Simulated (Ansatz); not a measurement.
## Ag: what a missing neighbour costs

The calculation used DFT PBE, scalar-relativistic, plane waves, PAW (Ansatz 0.2.0).

Cutoff 420 eV, Γ-centred meshes of like density (1×1×13 for the 8-atom cell), Gaussian smearing of 0.05 eV, energies at zero smearing and 0 K, each start's symmetry kept, no spin polarisation.

Bulk Ag (Fm-3m) has 12 nearest neighbours at 2.93 Å and a cohesive energy of 2.53 eV against the spin-polarised free atom. These structures stand in vacuum and were relaxed; neighbours count within 1.1 bulk bonds.

| start | atoms × neighbours | mean bond (Å) | energy over bulk (eV/atom) |
| --- | --- | --- | --- |
| [001] wire, 9 host atoms a period | 4×6, 4×8, 1×10 | 2.85 | 0.48 |
| [001] wire, 8 host atoms a period | 1×6, 4×7, 2×9, 1×12 | 2.87 | 0.48 |

Task: Compare two estimates without free parameters: bonds of fixed strength, and a band energy that grows as the square root of coordination.

Result: With fixed bonds an atom with z neighbours loses E_coh(1 − z/12); in the second-moment picture the band narrows as √z and it loses E_coh(1 − √(z/12)). Averaged over the atoms, in eV:
```
                            start fixed bonds square root computed
[001] wire, 9 host atoms a period         0.98         0.56      0.48
[001] wire, 8 host atoms a period         0.84         0.48      0.48
```

The rms misses are 0.44 and 0.06 eV. Fixed bonds overshoot every row: the bonds that remain grow stronger when neighbours are missing, which the square root captures in part, and the bonds shorten by up to 3 %. What is left over reflects bond lengths, electronic shells, hybridisation and moments, which neither estimate holds.

Each run keeps its start's symmetry and one magnetic start, so lower states can exist.

Cost: 2 runs of about 34 core-minutes in all, on Intel Xeon Processor @ 2.70GHz (shared hosts).